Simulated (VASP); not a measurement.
Here is a VASP 6.6.1 calculation.

The input INCAR:

```
ALGO     = Normal         # electronic algorithm
AMIX     = 0.2          
AMIX_MAG = 0.8          
BMIX     = 1E-4         
BMIX_MAG = 1E-4         
EDIFF    = 1E-6           # SCF threshold, eV
EDIFFG   = -0.01          # ionic threshold
ENCUT    = 600            # plane-wave cutoff, eV
GGA      = PE             # functional
IBRION   = 2              # ionic algorithm
ISIF     = 3              # what is computed and relaxed
ISMEAR   = 1              # smearing method
ISPIN    = 2              # spin polarisation
KPAR     = 4            
LASPH    = True           # aspherical terms in the spheres
LCHARG   = False          # write CHGCAR
LMAXMIX  = 4              # l up to which the mixer works
LORBIT   = 11             # projections on sites
LREAL    = False          # projectors in reciprocal space
LWAVE    = False          # write WAVECAR
MAGMOM   = 3 3 3 3 0 0 0 0 0 0 # initial moments
NELM     = 150            # most SCF steps
NSW      = 90             # ionic steps
PREC     = Accurate       # precision mode
SIGMA    = 0.1            # smearing width, eV
```

Contents of KPOINTS:

```
k-points
0
Gamma
  9 9 9
```

The input POSCAR:

```
Cr2O3
1.0
    2.4785000000      1.4309626400      4.5307666700
   -2.4785000000      1.4309626400      4.5307666700
    0.0000000000     -2.8619252800      4.5307666700
Cr O
4 6
Direct
    0.3474800000      0.3474800000      0.3474800000
    0.1525200000      0.1525200000      0.1525200000
    0.6525200000      0.6525200000      0.6525200000
    0.8474800000      0.8474800000      0.8474800000
    0.5558000000      0.9442000000      0.2500000000
    0.2500000000      0.5558000000      0.9442000000
    0.9442000000      0.2500000000      0.5558000000
    0.4442000000      0.0558000000      0.7500000000
    0.7500000000      0.4442000000      0.0558000000
    0.0558000000      0.7500000000      0.4442000000
```

Potentials or basis: VASP PAW PBE potentials, release 64 (Cr_pv, O).

Command:

```sh
$ cat potpaw_PBE.64/Cr_pv/POTCAR potpaw_PBE.64/O/POTCAR > POTCAR
$ mpirun -np 4 vasp_std > vasp.out
```

Q: Estimate the band gap on the k mesh.

A: 0.91 eV, indirect (least direct gap 1.12 eV).

Q: Predict the relaxed cell.

A: a = 5.388 Å, b = 5.388 Å, c = 5.388 Å, α = 55.70°, β = 55.70°, γ = 55.70°.

Q: Predict the site moments.

A: Cr +2.88; O -0.02 μB.

Q: Estimate the relaxed volume.

A: 9.96 Å³/atom.

Final structure:
```
Cr O
1.0
     2.51690    1.45313    4.53679
    -2.51690    1.45313    4.53679
     0.00000   -2.90626    4.53679
Cr O
4 6
Direct
  0.35012 0.35012 0.35012
  0.14988 0.14988 0.14988
  0.64988 0.64988 0.64988
  0.85012 0.85012 0.85012
  0.55144 0.94856 0.25000
  0.25000 0.55144 0.94856
  0.94856 0.25000 0.55144
  0.44856 0.05144 0.75000
  0.75000 0.44856 0.05144
  0.05144 0.75000 0.44856
```

Caveat: an odd mesh through Γ misses points on the zone boundary, where band edges often lie; only a ferromagnetic start was run, and an antiferromagnetic order may lie lower in energy. PBE usually gives volumes a little too large and moduli too small.
